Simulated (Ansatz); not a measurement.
The calculation used Ansatz, DFT PBE, scalar-relativistic, plane waves, PAW. Cutoff 420 eV, Γ-centred meshes of about 0.25 Å⁻¹ or finer for metals and 0.3 Å⁻¹ for insulators (2π included), Gaussian smearing. No spin polarisation.

All energies are static (0 K, no zero-point motion).

Compare these two cells of CaB6, each relaxed at this level.

1.

```yaml
crystal:
  lattice:
    - [4.48105, 0.00000, 0.00000]
    - [0.00000, 4.48105, 0.00000]
    - [0.00000, 0.00000, 4.86550]
  atoms:
    - { symbol: Ca, position: [0.00000, 0.00000, 0.00000] }
    - { symbol: B, position: [0.80832, 0.80832, 0.50000] }
    - { symbol: B, position: [0.19168, 0.19168, 0.50000] }
    - { symbol: B, position: [0.19168, 0.80832, 0.50000] }
    - { symbol: B, position: [0.80832, 0.19168, 0.50000] }
    - { symbol: B, position: [0.00000, 0.50000, 0.50000] }
    - { symbol: B, position: [0.50000, 0.00000, 0.50000] }
```

2.

```yaml
crystal:
  lattice:
    - [4.14792, 0.00000, 0.00000]
    - [0.00000, 4.14792, 0.00000]
    - [0.00000, 0.00000, 4.14792]
  atoms:
    - { symbol: Ca, position: [0.00000, 0.00000, 0.00000] }
    - { symbol: B, position: [0.20178, 0.50000, 0.50000] }
    - { symbol: B, position: [0.50000, 0.20178, 0.50000] }
    - { symbol: B, position: [0.79822, 0.50000, 0.50000] }
    - { symbol: B, position: [0.50000, 0.79822, 0.50000] }
    - { symbol: B, position: [0.50000, 0.50000, 0.20178] }
    - { symbol: B, position: [0.50000, 0.50000, 0.79822] }
```

Question: Which would you expect to be lower, and how large is the difference?

Answer: Cell 2 is lower, by 0.69 eV/atom. Cell 1 has space group P4/mmm (No. 123), 14.0 Å³/atom and no gap over mesh and band path; cell 2 has space group Pm-3m (No. 221), 10.2 Å³/atom and no gap. Counting B atoms around Ca (those within 1.25 times the shortest such distance or 1.15 times the sum of covalent radii; a plus sign parts nearer from farther groups), cell 1 has Ca 8+8 and cell 2 has Ca 24. Cell 1 holds B–B nets (shortest 1.63 Å); cell 2 holds B–B bonds in all directions (shortest 1.67 Å). The denser one is the lower, and pressure would at first widen the difference. In cell 1, Ca is surrounded by 8 B at 2.72 Å and 8 B at 3.31 Å; B on a site of symmetry m2m has 4 B at 1.63–1.72 Å, 1 B at 2.43 Å and 2 Ca at 2.72 Å; B on a site of symmetry mmm is surrounded by 4 B at 1.63 Å, 8 B at 3.17–3.22 Å and 4 Ca at 3.31 Å. In cell 2, Ca has 24 B at 3.05 Å; around B lie 5 B at 1.67–1.75 Å, 1 B at 2.47 Å and 4 Ca at 3.05 Å. Both come from trial cells of a structure search. Cell 2 has the structure into which a cell as deposited in COD relaxes.

With atoms moved at random, cell 2 came back. Cell 1 had no clear such test and can be a saddle point. Bands overlap only slightly here, and a semilocal functional can close a small real gap.
